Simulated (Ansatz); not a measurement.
Crystal: CuO.

```
CELL_PARAMETERS angstrom
0.00000 2.32725 2.32725
2.32725 0.00000 2.32725
2.32725 2.32725 0.00000
ATOMIC_POSITIONS crystal
Cu 0.00000 0.00000 0.00000
O 0.25000 0.25000 0.25000
```

Measurements of this composition are mostly on another form, of space group No. 15.

Below is the output of Ansatz 0.2.0 for this cell. Logs are shortened: lines on timing, memory, paths and dates and some standing lists are left out, and cuts for length are marked.

```text
Warning: RAYON_NUM_THREADS=2 ignored (pool sized by the plan → 2); use --threads N
Engine: ansatz 0.2.0, aarch64-unknown-linux-gnu
Pseudopotentials: kind: paw
Pseudopotential: Cu, paw, valence charge 19, recommended cutoff 420 eV (normal), Cu.paw.azcp
Pseudopotential: O, paw, valence charge 6, recommended cutoff 420 eV (normal), O.paw.azcp
Functional definition: SPW92
  exchange = slater_x
  correlation = pw_c
Crystal: 2 atoms, lattice volume = 25.209 Å³
Basis set: ecut = 420 eV, 531 PW (Γ)
Bands: 17, of which v1, the nominal top of the filled ones, is band 13 counted from 1 (12 counted from 0)
Symmetry: 24 space group operations
Space group: F-43m (ITA 216), of the structure as read, at distance tolerance 2.9e-5 Å
k-points: 47 of 1000 (time reversal used)
Non-local potential: Cu, projectors of the file, l = 0: 3, l = 1: 2, l = 2: 3, l = 3: 1
Non-local potential: O, projectors of the file, l = 0: 2, l = 1: 2, l = 2: 1
PAW form: soft (Blöchl's): semilocal exchange-correlation on the pseudo side does not see the compensation charge
PAW frozen core: Cu, regenerated for the run's functional, and the local potential with it (the file was generated under x = pbe(κ = 0.804, μ = 0.2195149727645171), c = pbe(β = 0.06672455060314922))
PAW frozen core: O, regenerated for the run's functional, and the local potential with it (the file was generated under x = pbe(κ = 0.804, μ = 0.2195149727645171), c = pbe(β = 0.06672455060314922))
PAW one-centre angular grid: Cu, 590 points (default); XC on 64 Gauss nodes
PAW one-centre angular grid: O, 110 points (default); XC on 64 Gauss nodes
Initial density: superposition of atomic densities (neutral atoms: chi_scale 0, normalization atom), corrected by the library's trained network
Initial wavefunctions: pseudopotential atomic-orbital guess
Functional: x = slater, c = lda
SCF iter   1: F=—  HF=-7109.065519 eV  |F-HF|=—  |Δ(HF+E_count)|=         —  Δρ=2.20e-2  dr2=7.53e-2  ethr=1.77e-3  ⟨swp⟩=5.9  Hψ=3596  notcnv=0
preconditioner: auto → LDOS  [metal: Δε(μ)=0.034 eV  Ē_g=13.025 eV  σ=0.050 eV  W_gap=0.17  n_scr=14 (ndim 8)  ℏωp=30.5 eV  f_vac=0.108  D(μ)=2.82/eV (n_scr^D=50)  β→1.0]
SCF iter   2: F=—  HF=-7109.076125 eV  |F-HF|=—  |Δ(HF+E_count)|=   1.06e-2  Δρ=2.60e-2  dr2=8.21e-2  ethr=3.01e-4  ⟨swp⟩=2.1  Hψ=1984  notcnv=0
SCF iter   3: F=—  HF=-7109.043995 eV  |F-HF|=—  |Δ(HF+E_count)|=   3.21e-2  Δρ=3.39e-3  dr2=1.24e-3  ethr=3.01e-4  ⟨swp⟩=2.3  Hψ=1391  notcnv=0
SCF iter   4: F=—  HF=-7109.043563 eV  |F-HF|=—  |Δ(HF+E_count)|=   4.32e-4  Δρ=2.95e-4  dr2=1.40e-5  ethr=4.96e-6  ⟨swp⟩=2.2  Hψ=1342  notcnv=0
SCF iter   5: F=—  HF=-7109.043564 eV  |F-HF|=—  |Δ(HF+E_count)|=   1.07e-6  Δρ=3.58e-5  dr2=1.51e-7  ethr=5.59e-8  ⟨swp⟩=2.4  Hψ=1174  notcnv=0
SCF iter   6: F=—  HF=-7109.043564 eV  |F-HF|=—  |Δ(HF+E_count)|=   1.29e-7  Δρ=5.04e-5  dr2=4.53e-7  ethr=4.00e-10  ⟨swp⟩=5.0  Hψ=3413  notcnv=0
[... 100 lines left out ...]
Entropy (-TS):   -0.019906 eV (-9.953 meV/atom)
Fermi energy:    10.862536 eV
--- Per-component energies (eV) ---
  E_band       = -452.482592
  E_kinetic    = 470.682167
  E_local      = -5009.786425  (includes V_loc(G=0)·N_el)
  E_nonlocal   = 444.845806
  E_hartree    = 2166.043154
  E_xc         = -160.222780
  E_vxc        = -206.989182  (∫ρ·V_xc dr)
  E_paw        = -1737.652820  (= ΣΔE_a)
  E_vpaw       = -483.323760  (= ΣTr[D̂ρ^β])
  E_aug_tail   = 0.002462  (compensation charges beyond the density's cutoff)
  E_ewald      = -3283.788554
  E_core_change = 0.546582  (= ΣΔE_core)
  E_smearing   = -0.019906  (= −TS)
  E_closure    = 0.000000  (closes the sum)
  Σ components = -7109.350314   (vs F -7109.350314, Δ=0.00e0)
--- Forces (eV/Å), atoms counted from 1 ---
  atom   1  Cu    -0.00000000    -0.00000000    -0.00000000
  atom   2  O      0.00000000     0.00000000     0.00000000
  max |Σ_I F_I| component: 1.16e-16 eV/Å
--- Stress (GPa, compression-positive) ---
       -0.015959      -0.000000      -0.000000
       -0.000000      -0.015959      -0.000000
       -0.000000      -0.000000      -0.015959
  P = ⅓ Tr σ = -0.0160 GPa (-0.160 kbar)
--- Band table (eV; the first three rows and the last of 47) ---
  k-point 0: bands = ["-100.6409", "-58.4591", "-58.4591", "-58.4591", "-8.4879", "5.3148", "5.3148", "5.3148", "8.5789", "8.5789", "11.7694", "11.7694", "11.7694", "11.8897", "25.5144", "25.5144", "25.5144"]
  k-point 1: bands = ["-100.6408", "-58.4602", "-58.4593", "-58.4593", "-8.4128", "5.1405", "5.3502", "5.3502", "8.5653", "8.5653", "11.2273", "11.6971", "11.6971", "12.6176", "24.5652", "25.6191", "25.6191"]
  k-point 2: bands = ["-100.6406", "-58.4630", "-58.4597", "-58.4597", "-8.2111", "4.7571", "5.4387", "5.4387", "8.5493", "8.5493", "10.5286", "11.4958", "11.4958", "13.7704", "22.7515", "25.7345", "25.7345"]
  k-point 46: bands = ["-100.6399", "-58.4681", "-58.4656", "-58.4635", "-7.3909", "4.5909", "5.4379", "6.1267", "8.2045", "8.5095", "8.9936", "9.2800", "10.1680", "18.3298", "21.3534", "22.0719", "23.4953"]
--- Relaxed structure (6 steps of the walk, 6 accepted, 2 SCFs on fresh bases) ---
  F+E_penalty+E_count = -7109.35031353 eV   max|allowed force component| = 9.021e-17 eV/Å   (the final SCF, on the basis selected at the relaxed cell)
  cell:  # Å, volume = 21.1760 Å³
    - [-1.9106556488567623e-34, 2.195858921052809, 2.195858921052809]
    - [2.195858921052809, -2.07635942488995e-33, 2.195858921052809]
    - [2.195858921052809, 2.195858921052809, -2.4330354708001976e-33]
  atoms:
    - { symbol: Cu, position: [1.965443442801197e-34, -7.75832937947841e-35, -1.9826841747555935e-34] }
    - { symbol: O, position: [0.25, 0.25, 0.25] }
```

Problem. What input gives this log?

Solution. Relaxation of cell and atoms with LDA, no spin polarisation. The files as run (others can give the same):

input.yaml
```yaml
crystal:
  lattice:
    - [0.0, 2.32725273, 2.32725273]
    - [2.32725273, 0.0, 2.32725273]
    - [2.32725273, 2.32725273, 0.0]
  atoms:
    - { symbol: Cu, position: [0.0, 0.0, 0.0] }
    - { symbol: O, position: [0.25, 0.25, 0.25] }
hamiltonian:
  xc: lda
  pseudopotentials: { kind: paw }
kpoints:
  mp_grid: { grid: [10, 10, 10] }
scf:
  occupations: { method: fermi_dirac, width: 0.05 }
output:
  forces: true
  stress: true
  eigenvalues: true
relax:
  f_tol: 0.01
  max_steps: 40
  cell: { stress_tol: 0.05 }
```

Potentials or basis: Ansatz PAW.
The run is started by
```sh
$ ansatz run input.yaml --threads 2 --pin off --max-ram 5632MiB --backend cpu --events-out ev --progress --plain --runs-dir out
```

Caveat: the volume moved by over 15 % at a fixed basis, so the end points are rough; the plane-wave basis is chosen anew once the cell has moved, so the energies of steps on either side of that aren't comparable; the pressure holds a Pulay correction of +0.9 GPa for the finite cutoff; an odd number of electrons without spin polarisation forces a metal; a magnetic or distorted state may lie lower; the run has no spin polarisation, though such a crystal can be magnetic; semilocal functionals often make such compounds metallic where correlation or magnetic order opens a gap, which also shifts bond lengths; the PAW data sets come from PBE, with cores solved anew for the run's functional, which leaves a small shift of forces and pressure.
